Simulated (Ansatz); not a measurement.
Bi:

```
CELL_PARAMETERS angstrom
-1.98143 1.98143 1.98143
1.98143 -1.98143 1.98143
1.98143 1.98143 -1.98143
ATOMIC_POSITIONS crystal
Bi 0.00000 0.00000 0.00000
```

This isn't the form of Bi at room conditions, which is rhombohedral.

| Quantity | Value |
| --- | --- |
| Program | Ansatz 0.2.0 |
| Task | relaxation of cell and atoms |
| Functional | RPBE |
| Potentials or basis | all-electron LAPW, scalar-relativistic |
| Basis error allowed | 0.001 eV/atom |
| k mesh | 9 × 9 × 9 |
| Occupations | fermi-dirac, width 0.05 eV |
| Spin | no spin polarisation |

At the start: volume 31.12 Å³/atom.

**Question.** Where does the relaxation end?

**Answer.** Over 4 steps the energy falls by 9.5 meV/atom and the volume is 32.52 Å³/atom (+4.5 %); space group Im-3m (No. 229, to 0.05 Å).

Step by step:
```csv
step,energy change (eV),largest force (eV/Å),volume (Å³)
1,0.0000,0.0000,31.12
2,-0.0091,0.0000,32.76
3,-0.0095,0.0000,32.52
4,-0.0095,0.0000,32.52
```

Final structure:
```
Bi
1.0
    -2.01069    2.01069    2.01069
     2.01069   -2.01069    2.01069
     2.01069    2.01069   -2.01069
Bi
1
Direct
  0.00000 0.00000 0.00000
```
